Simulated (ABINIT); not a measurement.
A run of ABINIT 10.8.3 (patched build):

The input run.abi:

```
ndtset 2

pp_dirpath "./"
pseudos "Sr.LDA_PW-JTH.xml, O.LDA_PW-JTH.xml"

acell 3*1.0 Angstrom
rprim
     0.0000000000     2.5663000000     2.5663000000
     2.5663000000     0.0000000000     2.5663000000
     2.5663000000     2.5663000000     0.0000000000
ntypat 2
znucl 38 8
natom 2
typat 1 2
xred
     0.5000000000     0.5000000000     0.5000000000
     0.0000000000     0.0000000000     0.0000000000

ecut 23.0
pawecutdg 45.0

ixc 7

occopt 3
tsmear 0.00183747

nspinor 2
nspden 1
pawspnorb 1

nstep 100

iomode 3
prtwf 0
prteig 0
prtebands 0
prtden1 1

kptopt1 4
ngkpt1 9 9 9
nshiftk1 1
shiftk1 0.0 0.0 0.0
nband1 24
tolvrs1 1.0e-9

iscf2 -2
getden2 1
nband2 36
nbdbuf2 8
tolwfr2 1.0e-11
kptopt2 -9
ndivsm2 8
prteig2 1
kptbounds2
     0.0000000000     0.0000000000     0.0000000000
     0.5000000000     0.0000000000     0.5000000000
     0.5000000000     0.2500000000     0.7500000000
     0.3750000000     0.3750000000     0.7500000000
     0.0000000000     0.0000000000     0.0000000000
     0.5000000000     0.5000000000     0.5000000000
     0.6250000000     0.2500000000     0.6250000000
     0.5000000000     0.2500000000     0.7500000000
     0.5000000000     0.5000000000     0.5000000000
     0.3750000000     0.3750000000     0.7500000000
```

Potentials or basis: JTH PAW LDA v2.0.

Launch:

```bash
$ abinit run.abi > log 2>&1
```

Hardware: 1 thread of Arm Neoverse V1, with other jobs on the host.

Q: Estimate the wall time of this run.

A: Wall time 4 min on 1 thread of Arm Neoverse V1, with other jobs on the host, peak memory 0.27 GiB. Counts: scf iterations 12, mpi ranks 1, k points 39, bands 24, plane waves 1243.
